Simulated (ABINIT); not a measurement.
A run of ABINIT 10.8.3 (patched build):

File run.abi:

```
# Pseudopotentials
pp_dirpath "./"
pseudos "Mo.GGA_PBE-JTH.xml"

# Structure
acell 3*1.0
rprim
    -2.9929651906     2.9929651906     2.9929651906
     2.9929651906    -2.9929651906     2.9929651906
     2.9929651906     2.9929651906    -2.9929651906
ntypat 1
znucl 42
natom 1
typat 1
xred
     0.0000000000     0.0000000000     0.0000000000

# Plane-wave basis
ecut 18.0
pawecutdg 36.0

# k points
kptopt 1
ngkpt 12 12 12
nshiftk 1
shiftk 0.0 0.0 0.0

# Exchange and correlation
ixc 7

# Bands and occupations
nband 11
occopt 3
tsmear 0.05 eV

# SCF cycle
nstep 100
tolvrs 1.0e-9

# Output
iomode 3
prtwf 0
prtden 0
prteig 0
prtebands 0
enunit 2
```

Potentials or basis: JTH PAW PBE v2.0.

Run with:

```bash
$ abinit run.abi > log 2>&1
```

Hardware: 1 thread of Arm Neoverse V2, on a shared host.

Question: How long does it take, and how much memory?

Answer: Run time: 6.4 s on 1 thread of Arm Neoverse V2 (shared host), peak memory 0.07 GiB. Counts: scf iterations 9, mpi ranks 1, k points 72, bands 11, plane waves 402.
